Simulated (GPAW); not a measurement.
A run of GPAW 26.7.0 is set up as follows.

File run.py:

```python
from ase import Atoms
from ase.dft.bandgap import bandgap
from ase.io import write
from ase.units import GPa
from gpaw import GPAW, PW, setup_paths

setup_paths.insert(0, '.')

atoms = Atoms(['Ge', 'Ge', 'Ge', 'Ge', 'Fe', 'Fe'],
              cell=[[-2.9595565636, 2.9595565636, 2.45140301],
                    [2.9595565636, -2.9595565636, 2.45140301],
                    [2.9595565636, 2.9595565636, -2.45140301]],
              scaled_positions=[[0.84510739, 0.34510739, 0.19021478],
                                [0.65489261, 0.84510739, 0.5],
                                [0.34510739, 0.15489261, 0.5],
                                [0.15489261, 0.65489261, 0.80978522],
                                [0.25, 0.25, 0.0],
                                [0.75, 0.75, 0.0]],
              pbc=True)
atoms.set_initial_magnetic_moments([0.0, 0.0, 0.0, 0.0, 3.0, 3.0])

calc = GPAW(mode=PW(600),
            xc='PBEsol',
            kpts={'size': (5, 5, 5), 'gamma': True},
            occupations={'name': 'fermi-dirac', 'width': 0.05},
            nbands=33,
            convergence={'density': 1e-05, 'energy': 1e-05},
            maxiter=150,
            txt='gpaw.txt')
atoms.calc = calc
energy = atoms.get_potential_energy()
forces = atoms.get_forces()
stress = atoms.get_stress()
calc.write('gs.gpw')
write('result.traj', atoms)
print(f'Energy: {energy:.6f} eV')
print('Forces (eV/A):')
print(forces.round(4))
print('Stress (GPa):', (stress / GPa).round(3))
print('Moments:', calc.get_magnetic_moments().round(3))
print('Fermi level:', round(calc.get_fermi_level(), 4), 'eV')
print(f'Gap: {bandgap(calc)[0]:.4f} eV, direct: {bandgap(calc, direct=True)[0]:.4f} eV')

path = atoms.cell.bandpath('GXMGZPNZ1M,XP', npoints=80, eps=1e-4)
bs_calc = calc.fixed_density(kpts=path, symmetry='off', nbands=51,
                             convergence={'bands': 'CBM+6.0', 'eigenstates': 1e-6}, txt='bands.txt')
bs = bs_calc.band_structure()
bs.write('bs.json')
print(f'Gap on the path: {bandgap(bs_calc)[0]:.4f} eV')
```

Potentials or basis: PAW data sets generated in the run's folder for this functional, pw.

Run with:

```console
$ gpaw-setup -f PBEsol Fe Ge
$ OMP_NUM_THREADS=1 python run.py
```

Question: Estimate the largest force.

Answer: 0.246 eV/Å.

Question: Predict the net moment.

Answer: 2.29 μB per cell.

Question: What does it give for the band gap along the path?

Answer: None (metal or under the smearing width).

Levels at the corners of the path, in eV from the Fermi level:
Spin up:
```tsv
point	band 14	band 15	band 16	band 17	band 18	band 19	band 20	band 21
Γ	-1.97	-1.45	-1.25	-1.02	-1.02	0.15	0.15	0.39
X	-1.86	-1.42	-1.11	-1.02	0.73	1.24	1.34	2.66
M	-1.10	-1.10	0.01	0.47	1.17	2.63	2.63	3.03
Γ	-1.97	-1.45	-1.25	-1.02	-1.02	0.15	0.15	0.39
Z	-1.19	-1.19	0.19	0.36	0.64	1.25	1.25	3.77
P	-1.91	-1.17	-1.17	0.82	0.82	1.23	1.23	3.00
N	-1.58	-1.15	-1.15	0.19	0.19	1.87	1.87	3.19
Z1	-1.19	-1.19	0.19	0.36	0.64	1.25	1.25	3.77
M	-1.10	-1.10	0.01	0.47	1.17	2.63	2.63	3.03
X	-1.86	-1.42	-1.11	-1.02	0.73	1.24	1.34	2.66
P	-1.91	-1.17	-1.17	0.82	0.82	1.23	1.23	3.00
```
Spin down:
| point | band 12 | band 13 | band 14 | band 15 | band 16 | band 17 | band 18 | band 19 |
| --- | --- | --- | --- | --- | --- | --- | --- | --- |
| Γ | -2.03 | -1.94 | -1.81 | -0.52 | -0.40 | 0.64 | 0.64 | 1.07 |
| X | -1.86 | -1.18 | -1.07 | -0.45 | 0.52 | 0.65 | 1.41 | 1.78 |
| M | -0.66 | -0.55 | 0.12 | 0.52 | 0.52 | 1.17 | 1.38 | 2.65 |
| Γ | -2.03 | -1.94 | -1.81 | -0.52 | -0.40 | 0.64 | 0.64 | 1.07 |
| Z | -0.62 | -0.49 | 0.39 | 0.39 | 0.53 | 0.62 | 1.27 | 1.63 |
| P | -1.96 | -1.04 | -1.04 | -0.43 | -0.43 | 1.45 | 1.45 | 2.03 |
| N | -1.58 | -0.70 | -0.70 | 0.07 | 0.07 | 0.84 | 0.84 | 2.19 |
| Z1 | -0.62 | -0.49 | 0.39 | 0.39 | 0.53 | 0.62 | 1.27 | 1.63 |
| M | -0.66 | -0.55 | 0.12 | 0.52 | 0.52 | 1.17 | 1.38 | 2.65 |
| X | -1.86 | -1.18 | -1.07 | -0.45 | 0.52 | 0.65 | 1.41 | 1.78 |
| P | -1.96 | -1.04 | -1.04 | -0.43 | -0.43 | 1.45 | 1.45 | 2.03 |
